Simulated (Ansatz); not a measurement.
## Zr vacancy in ZrO2

All numbers below come from DFT PBE, scalar-relativistic, plane waves, PAW (Ansatz 0.2.0). Run with 420 eV cutoff, 2×2×2 k-mesh, Gaussian smearing of 0.01 eV, collinear spin.

Host crystal, relaxed:

```cif
data_structure
_symmetry_space_group_name_H-M 'P 1'
_symmetry_Int_Tables_number 1
_cell_length_a 3.6210
_cell_length_b 3.6210
_cell_length_c 5.2824
_cell_angle_alpha 90.000
_cell_angle_beta 90.000
_cell_angle_gamma 90.000
_cell_volume 69.26
loop_
_atom_site_label
_atom_site_type_symbol
_atom_site_fract_x
_atom_site_fract_y
_atom_site_fract_z
_atom_site_occupancy
Zr1 Zr 0.00000 0.00000 0.00000 1
Zr2 Zr 0.50000 0.50000 0.50000 1
O1 O 0.00000 0.50000 0.30719 1
O2 O 0.00000 0.50000 0.80719 1
O3 O 0.50000 0.00000 0.69281 1
O4 O 0.50000 0.00000 0.19281 1
```

Supercell of 24 atoms, rows in host cell vectors: -2 0 0; 0 2 0; 1 -1 -1. Atoms relax at the host's cell from a start displaced at random by 0.05 Å near the defect, so other minima may exist. The cell is small, so energies carry finite-size errors of tenths of an eV. The host's Kohn–Sham gap is 4.03 eV.

Defect: Zr vacancy, charge 0.

Command:

```bash
ansatz run input.yaml --threads 4 --pin off --max-ram 10240MiB --backend cpu --events-out ev --progress --plain --runs-dir out
```

The input:

```yaml
crystal:
  lattice:
    - [-7.2420009861, 0.0, 0.0]
    - [0.0, 7.2420009861, 0.0]
    - [3.6210004931, -3.6210004931, -5.2824378565]
  atoms:
    - { symbol: Zr, position: [0.5, 0.0, 1.0] }
    - { symbol: Zr, position: [1.0, 0.5, 1.0] }
    - { symbol: Zr, position: [1.0, 0.0, 1.0] }
    - { symbol: Zr, position: [0.0, 0.0, 0.5] }
    - { symbol: Zr, position: [0.0, 0.5, 0.5] }
    - { symbol: Zr, position: [0.5, 0.0, 0.5] }
    - { symbol: Zr, position: [0.5, 0.5, 0.5] }
    - { symbol: O, position: [0.8464053074, 0.0964053074, 0.6928106148] }
    - { symbol: O, position: [0.8464053074, 0.5964053074, 0.6928106148] }
    - { symbol: O, position: [0.3392372496, 0.087819614, 0.6888708059], spin: 0.25 }
    - { symbol: O, position: [0.3571665394, 0.5972589232, 0.6929428647], spin: 0.25 }
    - { symbol: O, position: [0.0964053074, 0.8464053074, 0.1928106148] }
    - { symbol: O, position: [0.0964053074, 0.3464053074, 0.1928106148] }
    - { symbol: O, position: [0.5953070351, 0.8379700034, 0.1861202477], spin: 0.25 }
    - { symbol: O, position: [0.5875428158, 0.3446662866, 0.1912563818], spin: 0.25 }
    - { symbol: O, position: [0.9035946926, 0.1535946926, 0.3071893852] }
    - { symbol: O, position: [0.8874246265, 0.6515600183, 0.2999219737], spin: 0.25 }
    - { symbol: O, position: [0.4035946926, 0.1535946926, 0.3071893852] }
    - { symbol: O, position: [0.3936492201, 0.664268599, 0.3082587737], spin: 0.25 }
    - { symbol: O, position: [0.1535946926, 0.9035946926, 0.8071893852] }
    - { symbol: O, position: [0.1523736166, 0.4088893178, 0.8198280695], spin: 0.25 }
    - { symbol: O, position: [0.6535946926, 0.9035946926, 0.8071893852] }
    - { symbol: O, position: [0.6676782418, 0.4080677784, 0.8111167659], spin: 0.25 }
  host:
    lattice:
      - [3.6210004931, 0.0, 0.0]
      - [0.0, 3.6210004931, 0.0]
      - [0.0, 0.0, 5.2824378565]
    atoms:
      - { symbol: Zr, position: [0.0, 0.0, 0.0] }
      - { symbol: Zr, position: [0.5, 0.5, 0.5] }
      - { symbol: O, position: [0.0, 0.5, 0.3071893852] }
      - { symbol: O, position: [0.0, 0.5, 0.8071893852] }
      - { symbol: O, position: [0.5, 0.0, 0.6928106148] }
      - { symbol: O, position: [0.5, 0.0, 0.1928106148] }
basis:
  ecutwfc: 420
  xc_grid: 2
kpoints:
  mp_grid: { grid: [2, 2, 2], shift: [0.0, 0.0, 0.0] }
hamiltonian:
  xc: pbe
scf:
  occupations: { method: gaussian, width: 0.01 }
output:
  forces: true
  stress: false
  eigenvalues: true
  populations: true
  charged_corrections: { defect_position: [0.5, 0.5, 1.0] }
  write_density: true
  write_potential: true
  elf: true
  volumetric_format: npy
magnetization:
  spin_polarized: true
relax:
  adjacent_minimum: "off"
  f_tol: 0.025
  max_steps: 45
```

From the output:

```
Warning: RAYON_NUM_THREADS=4 ignored (pool sized by the plan → 4); use --threads N
Crystal: 23 atoms, lattice volume = 277.046 Å³
Basis set: ecut = 420 eV, 5393 PW (Γ), exchange–correlation on 100×100×100 points (8 copies of the dense FFT grid, shifted against one another)
Bands: 114, of which v1, the nominal top of the filled ones, is band 90 counted from 1 (89 counted from 0)
Symmetry: 1 space group operations
Space group: P1 (ITA 1), of the structure as read, at distance tolerance 6.5e-5 Å
k-points: 8
relax step   1: F+E_penalty+E_count = -38390.39782581 eV  Δ(F+E_penalty+E_count) = +0.000e0 eV  max|allowed force component| = 1.373e0 eV/Å  Δτ_max = 0.0000 Å
relax step   2: F+E_penalty+E_count = -38391.25044849 eV  Δ(F+E_penalty+E_count) = -8.526e-1 eV  max|allowed force component| = 8.904e-1 eV/Å  Δτ_max = 0.1971 Å
relax step   3: F+E_penalty+E_count = -38391.27729431 eV  Δ(F+E_penalty+E_count) = -2.685e-2 eV  max|allowed force component| = 1.318e0 eV/Å  Δτ_max = 0.2000 Å
relax step   4: F+E_penalty+E_count = -38391.49561431 eV  Δ(F+E_penalty+E_count) = -2.183e-1 eV  max|allowed force component| = 2.472e-1 eV/Å  Δτ_max = 0.0722 Å
relax step   5: F+E_penalty+E_count = -38391.50881471 eV  Δ(F+E_penalty+E_count) = -1.320e-2 eV  max|allowed force component| = 1.352e-1 eV/Å  Δτ_max = 0.0503 Å
relax step   6: F+E_penalty+E_count = -38391.51381750 eV  Δ(F+E_penalty+E_count) = -5.003e-3 eV  max|allowed force component| = 4.358e-2 eV/Å  Δτ_max = 0.0485 Å
relax step   7: F+E_penalty+E_count = -38391.51502823 eV  Δ(F+E_penalty+E_count) = -1.211e-3 eV  max|allowed force component| = 8.493e-3 eV/Å  Δτ_max = 0.0185 Å
SCF converged after 8 iterations
Free energy (F): -38391.515028 eV
E sigma→0 (E₀):  -38391.515028 eV
Fermi energy:    9.444013 eV
```

The relaxation gained 1.12 eV in 7 steps. The run took 95 s on 4 threads of Arm Neoverse V1 (shared host), peak memory 1.2 GiB.